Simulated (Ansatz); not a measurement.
RuO2:
Space group P4₂/mnm (No. 136); a = 4.479 Å, b = 4.479 Å, c = 3.107 Å, α = 90.00°, β = 90.00°, γ = 90.00°

```json
[
 {"atom": "Ru", "site": "2a", "symmetry": "m.mm", "x": "0.0000", "y": "0.0000", "z": "0.0000"},
 {"atom": "O", "site": "4f", "symmetry": "m.2m", "x": "0.3053", "y": "0.3053", "z": "0.0000"}
]
```

This is the r²SCAN-relaxed structure.

Q: All from the program Ansatz at the r²SCAN level (PAW), unless another level is named. Estimate the electronic character.

A: metallic (no gap).

Q: And the formation energy from the elements (no fitted shifts)?

A: -1.16 eV/atom.

Q: Give the density of states at the Fermi level.

A: 0.49 states/eV per atom (mean over ±0.08 eV).

Q: And the gap with spin–orbit coupling?

A: none (metallic).

Space group P4_2/mnm (rutile). The r²SCAN relaxation kept the symmetry of its start; of distortions, only those at the zone centre were tested. No spin polarisation was allowed. The references are the lowest solids computed at this level, not always the standard phases (solids in place of the gases). Scalar-relativistic: spin–orbit coupling is off unless named, which matters more the heavier the elements.

Potentials: the later of the program's two PAW sets.
